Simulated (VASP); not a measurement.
Runs of VASP 6.6.1 on HfC. It takes space group Fm-3m (No. 225, cubic). The conventional cell has a = 4.650 Å, b = 4.650 Å, c = 4.650 Å, α = 90.00°, β = 90.00°, γ = 90.00°. Hf (site symmetry m-3m) has 6 C at 2.33 Å as nearest neighbours. Around C (site symmetry m-3m) lie 6 Hf at 2.33 Å. 

```tsv
task	level	spin	cell	k mesh	cutoff (eV)	gap on the mesh (eV)	pressure (GPa)	relaxed volume (Å³/atom)
band structure	revPBE	off	as given	10 × 10 × 10	520	-	2.5	-
band structure	RPBE	off	as given	10 × 10 × 10	520	-	3.5	-
relaxation of cell and atoms	RPBE	off	relaxed	10 × 10 × 10	600	none	0.0	12.75
relaxation of cell and atoms	revPBE	off	relaxed	10 × 10 × 10	600	none	0.0	12.70
band structure	AM05	off	as given	10 × 10 × 10	520	-	-7.9	-
band structure	PBEsol	SOC, no magnetisation	as given	7 × 7 × 7	520	-	-7.1	-
relaxation of cell and atoms	BLYP	off	relaxed	10 × 10 × 10	600	none	-0.1	12.98
band structure	PW91	off	as given	10 × 10 × 10	520	-	0.3	-
relaxation of cell and atoms	AM05	off	relaxed	10 × 10 × 10	600	none	-0.1	(b)
relaxation of cell and atoms	PW91	off	relaxed	10 × 10 × 10	600	none	0.0	(a)
```

Alike in all rows: potentials or basis VASP PAW PBE potentials, release 64 (Hf_pv, C); smearing fermi-dirac 0.05 eV.

Task: Estimate the missing entries.

Result: (a) 12.58; (b) 12.16.

Caveats: the PAW data sets were made with another functional, which shifts forces and pressure a little; spin-orbit coupling is left out, which moves the levels of the heavy elements (some runs).

A k mesh can miss the band edges, and rows without SOC leave out spin-orbit coupling on Hf.

A gap of «none» marks a metal or a gap under the smearing width.
